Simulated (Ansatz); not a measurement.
# Ge: the order of phases at one pressure

Which of bcc, hcp, beta tin, simple hexagonal, diamond has the lowest enthalpy for Ge at one common pressure? The runs shown use PAW.

Computed with Ansatz 0.2.0 (DFT, PBE, PAW with Ansatz's default frozen-core files, scalar-relativistic, unless a step's input says otherwise).

### 1 Starting point

It takes space group Im-3m (No. 229, cubic). Conventional cell: a = 3.362 Å, b = 3.362 Å, c = 3.362 Å, α = 90.00°, β = 90.00°, γ = 90.00°. Ge (site symmetry m-3m) is surrounded by 8 Ge at 2.91 Å.

Coordinates:

```cif
data_structure
_symmetry_space_group_name_H-M 'Im-3m'
_symmetry_Int_Tables_number 229
_cell_length_a 3.3620
_cell_length_b 3.3620
_cell_length_c 3.3620
_cell_angle_alpha 90.000
_cell_angle_beta 90.000
_cell_angle_gamma 90.000
_cell_volume 38.00
loop_
_atom_site_label
_atom_site_type_symbol
_atom_site_symmetry_multiplicity
_atom_site_Wyckoff_symbol
_atom_site_fract_x
_atom_site_fract_y
_atom_site_fract_z
_atom_site_occupancy
Ge1 Ge 2 a 0.00000 0.00000 0.00000 1
```

The file gives the conventional cell by its symmetry; the runs use the cell typed in the input.

### 2 Cell relaxed at zero pressure, PAW

File input.yaml:

```yaml
crystal:
  lattice:
    - [-1.6809877034, 1.6809877034, 1.6809877034]
    - [1.6809877034, -1.6809877034, 1.6809877034]
    - [1.6809877034, 1.6809877034, -1.6809877034]
  atoms:
    - { symbol: Ge, position: [0.0, 0.0, 0.0] }
kpoints:
  mp_grid: { grid: [21, 21, 21] }
scf:
  occupations: { method: fermi_dirac, width: 0.1 }
hamiltonian:
  xc: pbe
  pseudopotentials: { kind: paw }
output:
  forces: true
  stress: true
relax:
  f_tol: 0.005
  max_steps: 40
  cell: {}
```

Run with:

```console
$ ansatz run input.yaml --threads 2 --pin off --max-ram 5120MiB --backend cpu --events-out ev --progress --plain --runs-dir out
```

The runs that follow: Volume scaled by 0.422, to set the pressure, PAW; Bcc relaxed under pressure, PAW; Hcp relaxed under pressure, PAW; Beta tin relaxed under pressure, PAW; Simple hexagonal relaxed under pressure, PAW; Diamond relaxed under pressure, PAW.

What does the calculation give? Wanted: pressure; lowest.

The runs gave:

```
    quantity                         value
    pressure                       390 GPa
lowest (PAW)  hcp, 72.4 meV/atom under bcc
```

What this shows: By PAW the order is hcp < bcc < simple hexagonal < beta tin < diamond. Only these structures were tried, with electrons smeared by 0.1 eV and without vibrations, so the true ground state may be another. The k meshes differ between phases and weren't tested, which can move differences by some meV.
